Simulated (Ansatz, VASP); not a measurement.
# Cross-check of SnGe15 (random alloy of the diamond Ge-Sn line, x = 0.0625) between VASP and Ansatz, part 2 of 2

Aim: how closely do two programs agree when they are given the same cell, functional and k mesh? Of the first pair: The structure shown is the start of the Ansatz relaxation below; VASP solves that cell, so the two are compared at the walk's first step.

VASP 6.6.1 and Ansatz 0.2.0.

So far: The starting structure; Ansatz: relaxation, PBE.

### Step 3. VASP: single point, PBE, start cell, pair 1

Level of this step: PBE; plane waves and PAW (Sn_d, Ge_d) (VASP).

The same cell, functional, mesh and smearing now go to VASP, with its own data sets.

Lines of VASP's logs that name or quote its potential files are left out, and so is its time.

File INCAR:

```
SYSTEM = SnGe15
PREC = Accurate
ENCUT = 410
EDIFF = 1E-06
NELM = 120
ISMEAR = -1
SIGMA = 0.025
LREAL = Auto
ALGO = Normal
GGA = PE
NBANDS = 520
LORBIT = 11
LWAVE = .FALSE.
LCHARG = .FALSE.
ISIF = 2
LASPH = .TRUE.
GGA_COMPAT = .FALSE.
NCORE = 2
```

File POSCAR:

```
SnGe15
1.0
   11.6321400000      0.0000000000      0.0000000000
    0.0000000000     11.6321400000      0.0000000000
    0.0000000000      0.0000000000     11.6321400000
Sn Ge
4 60
Direct
    0.0027939829      0.9989477431      0.9990938899
    0.3744882713      0.6258435679      0.3748665336
    0.2519484807      0.7526130188      0.0037568324
    0.2520602400      0.7503176544      0.4993492169
    0.1231587653      0.1264857541      0.1210439352
    0.0030003078      0.2486902668      0.2505471908
    0.1245686520      0.3775057728      0.3714621729
    0.2494467914      0.9993431991      0.2519484807
    0.3731127720      0.1246976051      0.3734910343
    0.2500657661      0.2510028249      0.9981138466
    0.3769727668      0.3765515202      0.1258581826
    0.0015474367      0.9988187900      0.4997876573
    0.1233908808      0.1245428614      0.6259123429
    0.9988101931      0.2493178383      0.7488217989
    0.1235542213      0.3738521029      0.8749808720
    0.2480798890      0.0004040529      0.7528537311
    0.3762764203      0.1246718145      0.8734678228
    0.2487160574      0.2529113302      0.5000885478
    0.3739036841      0.3753307646      0.6286117602
    0.0002063249      0.5010599941      0.0005158122
    0.1243881177      0.6230409882      0.1243967146
    0.9996440896      0.7510140009      0.2514412653
    0.1265975134      0.8754880873      0.3765171327
    0.2486988637      0.5021517967      0.2508824687
    0.3725969598      0.8725221670      0.1241302116
    0.0002836967      0.5015070314      0.5005441819
    0.1215167630      0.6244680686      0.6264195582
    0.0004040529      0.7513062945      0.7496213079
    0.1246460239      0.8753161499      0.8757116059
    0.2503408659      0.5002003071      0.7488475895
    0.3756488488      0.6252073995      0.8769409584
    0.3739036841      0.8757287997      0.6251300277
    0.4994093950      0.0000687750      0.9989305493
    0.6261960396      0.1242333741      0.1271133257
    0.5006903287      0.2510200187      0.2481228733
    0.6252933682      0.3762678235      0.3733620813
    0.7495439360      0.0000601781      0.2476414486
    0.8755396685      0.1264513666      0.3735168249
    0.7506013511      0.2477360142      0.9999277863
    0.8722212766      0.3769297825      0.1257034389
    0.4999595947      0.9986726432      0.5021861841
    0.6283796447      0.1218090566      0.6271330985
    0.5027965619      0.2505815783      0.7479363213
    0.6264797363      0.3746859993      0.8739578444
    0.7478933369      0.0009542526      0.7513578757
    0.8739320538      0.1259011669      0.8730293824
    0.7513836663      0.2500829598      0.4996758980
    0.8748261283      0.3764913421      0.6262906052
    0.5009138473      0.5002432914      0.0001289531
    0.6260584897      0.6253965306      0.1261676699
    0.4994695731      0.7458128943      0.2517937370
    0.6287579070      0.8757631872      0.3748321461
    0.7497674547      0.4997962542      0.2500313786
    0.8730723667      0.6241070001      0.3732933063
    0.7504294137      0.7494923548      0.0008510902
    0.8746971752      0.8767002460      0.1253681610
    0.5037680083      0.4967357683      0.4988935828
    0.6265485113      0.6293510910      0.6245712311
    0.5000799509      0.7496127110      0.7522863377
    0.6245110530      0.8761672401      0.8744478660
    0.7478073682      0.5005441819      0.7508678541
    0.8772160583      0.6248119435      0.8739406506
    0.7509710165      0.7504122199      0.5004840038
    0.8748691126      0.8770011365      0.6256372430
```

File KPOINTS:

```
Automatic mesh
0
Gamma
1 1 1
0 0 0
```

The projector-augmented-wave data sets are Sn_d and Ge_d (PBE family, release 64).

Run with:

```bash
$ mpirun -np 8 vasp_gam
```

Numbers of over 12 decimals in the logs are rounded to 6 here.

The program printed:

```text
[banner, memory and clock lines left out]
running    8 mpi-ranks, on    1 nodes
[...]
LDA part: xc-table for (Slater+PW92), standard interpolation
 POSCAR, INCAR and KPOINTS ok, starting setup
[...]
entering main loop
       N       E                     dE             d eps       ncg     rms          rms(c)
DAV:   1     0.167499765918E+05    0.16750E+05   -0.32749E+05  1112   0.467E+03
DAV:   2     0.399843288858E+04   -0.12752E+05   -0.12295E+05  1040   0.106E+03
DAV:   3     0.491649294544E+03   -0.35068E+04   -0.33665E+04  1040   0.307E+02
DAV:   4    -0.206937673133E+03   -0.69859E+03   -0.64133E+03  1176   0.128E+02
[...]
DAV:  17    -0.275838213087E+03   -0.70117E-05   -0.63544E-05  1176   0.280E-02    0.270E-03
DAV:  18    -0.275838218069E+03   -0.49823E-05   -0.48037E-05   928   0.311E-02    0.339E-03
DAV:  19    -0.275838217906E+03    0.16371E-06   -0.19636E-06   744   0.156E-02
   1 F= -.27583822E+03 E0= -.27578339E+03  d E =-.109664E+00
```

Parts of OUTCAR (step 3):

```text
  Total       24.7785901     24.7723889     24.4449285     -0.3650012      4.8465522     -2.9786254
  in kB       25.2236721     25.2173595     24.8840172     -0.3715574      4.9336078     -3.0321285
  external PRESSURE =      25.1083496 kB  Pullay stress =       0.0000000 kB

 POSITION                                       TOTAL-FORCE (eV/Angst)
 -----------------------------------------------------------------------------------
      0.03250     11.61990     11.62160        -0.697401      0.192759     -0.131256
      4.35610      7.27990      4.36050         1.311996     -1.733461     -0.706471
      2.93070      8.75450      0.04370        -0.630910     -0.763143     -0.704924
      2.93200      8.72780      5.80850        -1.515033      0.891644      1.535208
      1.43260      1.47130      1.40800         1.172067      0.785466      1.099108
      0.03490      2.89280      2.91440        -0.308296      0.180285     -0.242922
      1.44900      4.39120      4.32090        -0.025923     -0.073740      0.465907
      2.90160     11.62450      2.93070        -0.042342      0.071383     -0.400024
      4.34010      1.45050      4.34450         0.208292      0.206751      0.346894
      2.90880      2.91970     11.61020         0.228556     -0.049841      0.061753
      4.38500      4.38010      1.46400        -0.277657      0.016744     -0.159098
      0.01800     11.61840      5.81360        -0.212343      0.182124     -0.060163
      1.43530      1.44870      7.28070         0.172494      0.156262     -0.195973
     11.61830      2.90010      8.71040         0.028923      0.073054      0.068543
[...]
-----------------------------------------------------------------------------------
    total drift:                               -0.010461      0.003745      0.002624

  FREE ENERGIE OF THE ION-ELECTRON SYSTEM (eV)
  ---------------------------------------------------
  free  energy   TOTEN  =      -275.8382179055 eV

  energy  without entropy=     -275.7285540726  energy(sigma->0) =     -275.78338599

[... 2 further parts left out ...]
```

The run ends at a pressure of 2.51 GPa, with forces up to 2.6 eV/Å.

### Step 4. Side by side

Known differences besides the potentials themselves: the cutoff is 420 eV in Ansatz and 410 eV in VASP (PREC = Accurate, projectors in real space). Total energies have different zeros and are not compared.

Forces on 7 of the 64 atoms, those with the largest forces and the largest differences (eV/Å; atoms numbered as in POSCAR):

| atom | Ansatz x, y, z | VASP x, y, z |
| --- | --- | --- |
| Sn2 | 1.311, -1.733, -0.702 | 1.312, -1.733, -0.706 |
| Sn4 | -1.514, 0.888, 1.533 | -1.515, 0.892, 1.535 |
| Ge5 | 1.176, 0.784, 1.100 | 1.172, 0.785, 1.099 |
| Ge25 | 1.497, 1.471, 1.461 | 1.493, 1.469, 1.456 |
| Ge29 | 0.274, -0.374, -1.531 | 0.272, -0.372, -1.531 |
| Ge32 | 0.824, 0.811, 1.044 | 0.822, 0.811, 1.042 |
| Ge51 | 1.114, 1.338, -1.083 | 1.114, 1.336, -1.080 |

The forces differ by 1.4 meV/Å r.m.s., which is 0.3 % of the r.m.s. force of 0.496 eV/Å (both taken over all components).

### Step 5. Ansatz: relaxation, PBE

This run makes the geometry at which the two programs are then compared. The cell compared in this pair holds 1635.65 Å³, against 1573.91 Å³ for the pair before.

The structure compared here is the end of the Ansatz relaxation.

This is the run of step 2 again, met here at its other cell.

### Step 6. VASP: single point, PBE, relaxed cell, pair 2

The same cell, functional, mesh and smearing now go to VASP, with its own data sets.

INCAR, as its differences from that of step 3:

```diff
@@ -2,3 +2,3 @@
 PREC = Accurate
-ENCUT = 410
+ENCUT = 500
 EDIFF = 1E-06
```

File POSCAR:

```
SnGe15
1.0
   11.7360050000     -0.0082170000     -0.0037460000
   -0.0082170000     11.8087670000      0.2029920000
   -0.0037460000      0.2029920000     11.8057340000
Sn Ge
4 60
Direct
    0.0008900000      0.0013100000      0.0000300000
    0.3795900000      0.6189000000      0.3684500000
    0.2542200000      0.7481100000      0.0003700000
    0.2454600000      0.7569600000      0.5063500000
    0.1297300000      0.1328800000      0.1305300000
    0.0007000000      0.2512100000      0.2514500000
    0.1213200000      0.3726700000      0.3778000000
    0.2541700000      0.0044400000      0.2525400000
    0.3748500000      0.1270900000      0.3774800000
    0.2535900000      0.2512700000      0.9988900000
    0.3747900000      0.3733300000      0.1225200000
    0.9989100000      0.0030100000      0.5000300000
    0.1224900000      0.1269200000      0.6234000000
    0.0019400000      0.2520700000      0.7479900000
    0.1224600000      0.3740100000      0.8765400000
    0.2533600000      0.0054900000      0.7486200000
    0.3734000000      0.1263900000      0.8764400000
    0.2524300000      0.2499900000      0.5001000000
    0.3737400000      0.3718200000      0.6260800000
    0.9986400000      0.4981100000      0.9990900000
    0.1141900000      0.6190400000      0.1291700000
    0.9977100000      0.7479200000      0.2523500000
    0.1145300000      0.8839800000      0.3685600000
    0.2443600000      0.4899200000      0.2432200000
    0.3795300000      0.8840400000      0.1294200000
    0.9998700000      0.4982100000      0.5000100000
    0.1156300000      0.6168800000      0.6322200000
    0.9967200000      0.7483100000      0.7483400000
    0.1237900000      0.8746100000      0.8615200000
    0.2523800000      0.4959000000      0.7503000000
    0.3808200000      0.6179600000      0.8685200000
    0.3817400000      0.8832500000      0.6325000000
    0.5041500000      0.0035000000      0.9989400000
    0.6238900000      0.1262700000      0.1250500000
    0.5023500000      0.2500300000      0.2501400000
    0.6263100000      0.3726700000      0.3750700000
    0.7511200000      0.0014300000      0.2510900000
    0.8721900000      0.1263100000      0.3751700000
    0.7502700000      0.2518800000      0.9996200000
    0.8718800000      0.3744200000      0.1252900000
    0.5044100000      0.0028700000      0.4999900000
    0.6236600000      0.1268700000      0.6244800000
    0.5025700000      0.2489300000      0.7513000000
    0.6232300000      0.3754500000      0.8745000000
    0.7501800000      0.0002800000      0.7483100000
    0.8661400000      0.1326900000      0.8682200000
    0.7532700000      0.2491500000      0.5003900000
    0.8718600000      0.3751000000      0.6244900000
    0.5040500000      0.4985300000      0.9995700000
    0.6250800000      0.6240200000      0.1230200000
    0.5122600000      0.7576500000      0.2432900000
    0.6255400000      0.8769400000      0.3774900000
    0.7524300000      0.5004100000      0.2502100000
    0.8713400000      0.6237200000      0.3778800000
    0.7510400000      0.7488000000      0.9990800000
    0.8657000000      0.8686900000      0.1305700000
    0.5103700000      0.4917000000      0.5067500000
    0.6266200000      0.6248900000      0.6259100000
    0.5063300000      0.7498100000      0.7504700000
    0.6240200000      0.8757700000      0.8766700000
    0.7530300000      0.4996100000      0.7511800000
    0.8716900000      0.6247700000      0.8765700000
    0.7524200000      0.7498900000      0.4998100000
    0.8715600000      0.8757000000      0.6232600000
```

KPOINTS is that of step 3.

Run with:

```bash
$ mpirun -np 8 vasp_gam
```

The program printed:

```text
[... set-up lines as in an earlier step ...]
 entering main loop
       N       E                     dE             d eps       ncg     rms          rms(c)
DAV:   1     0.183825741311E+05    0.18383E+05   -0.36345E+05  1120   0.511E+03
DAV:   2     0.451280938559E+04   -0.13870E+05   -0.13337E+05  1040   0.120E+03
DAV:   3     0.640490246091E+03   -0.38723E+04   -0.37310E+04  1040   0.336E+02
DAV:   4    -0.190206293485E+03   -0.83070E+03   -0.76406E+03  1184   0.141E+02
[...]
DAV:  18    -0.278482380977E+03   -0.31743E-05   -0.22476E-05  1184   0.665E-02    0.524E-03
DAV:  19    -0.278482382137E+03   -0.11604E-05   -0.26267E-05   928   0.373E-02    0.393E-03
DAV:  20    -0.278482382296E+03   -0.15824E-06   -0.85892E-06  1120   0.769E-03
   1 F= -.27848238E+03 E0= -.27846231E+03  d E =-.401482E-01
```

Parts of OUTCAR (step 6):

```text
  Total       -1.9206783     -1.7440395     -1.7095952      0.0419713      0.1417632      0.1532238
  in kB       -1.8813778     -1.7083533     -1.6746139      0.0411125      0.1388624      0.1500886
  external PRESSURE =      -1.7547817 kB  Pullay stress =       0.0000000 kB

 POSITION                                       TOTAL-FORCE (eV/Angst)
 -----------------------------------------------------------------------------------
      0.01043      0.01547      0.00062        -0.003557      0.003623      0.001793
      4.44840      7.38012      4.47403        -0.002176      0.004489      0.002875
      2.97738      8.83224      0.15528        -0.002660     -0.000452      0.000061
      2.87260      9.03953      6.13057         0.001110     -0.002680     -0.001369
      1.52093      1.59458      1.56749         0.002058      0.000969     -0.005741
      0.00521      3.01752      3.01954        -0.007382     -0.003443      0.003405
      1.41933      4.47647      4.53540         0.008267      0.003077     -0.004672
      2.98196      0.10161      2.98137        -0.004490     -0.001955      0.004879
      4.39678      1.57432      4.48082         0.005410      0.003047     -0.004477
      2.97033      3.16787     11.84269        -0.006410     -0.004490      0.005051
      4.39501      4.43036      1.52082         0.006896      0.001647     -0.006059
     11.72131      0.12884      5.90009        -0.004115     -0.001435      0.004402
      1.43417      1.62431      7.38500         0.003857      0.001692     -0.005645
      0.01789      3.12846      8.88173        -0.004085     -0.001838      0.005412
[...]
-----------------------------------------------------------------------------------
    total drift:                                0.001504      0.003613      0.005502

  FREE ENERGIE OF THE ION-ELECTRON SYSTEM (eV)
  ---------------------------------------------------
  free  energy   TOTEN  =      -278.4823822956 eV

  energy  without entropy=     -278.4422340588  energy(sigma->0) =     -278.46230818

[... 1 part as in an earlier step ...]

[... 1 further part left out ...]
```

The run ends at a pressure of -0.18 GPa, with forces up to 0.012 eV/Å.

### Step 7. Differences

What differs besides the data sets and the points named for the pairs above, as far as they apply: the cutoff is 420 eV in Ansatz and 500 eV in VASP (PREC = Accurate, projectors in real space). Total energies have different zeros and are not compared.

The two programs side by side:

| quantity | Ansatz | VASP | difference |
| --- | --- | --- | --- |
| pressure (GPa) | 0.01 | -0.18 | +0.19 |
| gap on the k mesh (eV) | 0.099 | 0.098 | +0.002 |

The largest component of a force difference here is 3 meV/Å. A gap on the mesh is an upper bound, since the band edges may lie between its points.

### Step 8. Results

```
r.m.s. force difference (single point, PBE, start cell, pair 1)           : 0.29 % of the r.m.s. force
difference in gap on the k mesh (single point, PBE, relaxed cell, pair 2) : 0.0015 eV
```

**Reading.** The r.m.s. force difference is 0.29 % of the r.m.s. force (single point, PBE, start cell, pair 1), within the 3 % picked in this series as the mark of a large difference. How closely two codes agree says nothing of how well the functional describes the real material.

[Lines on the potential files, build, host, timing and source positions are cut from VASP's logs without a mark.]

[Logs are printed without paths, hosts, clocks, repeated set-up lines and the standing remarks that a program may print on its own settings, such as how far it seeks lower states.]

[Hosts, paths, dates, database ids (printed as entryN), source tags and the programs' standing remarks are cut or masked in the printed files.]
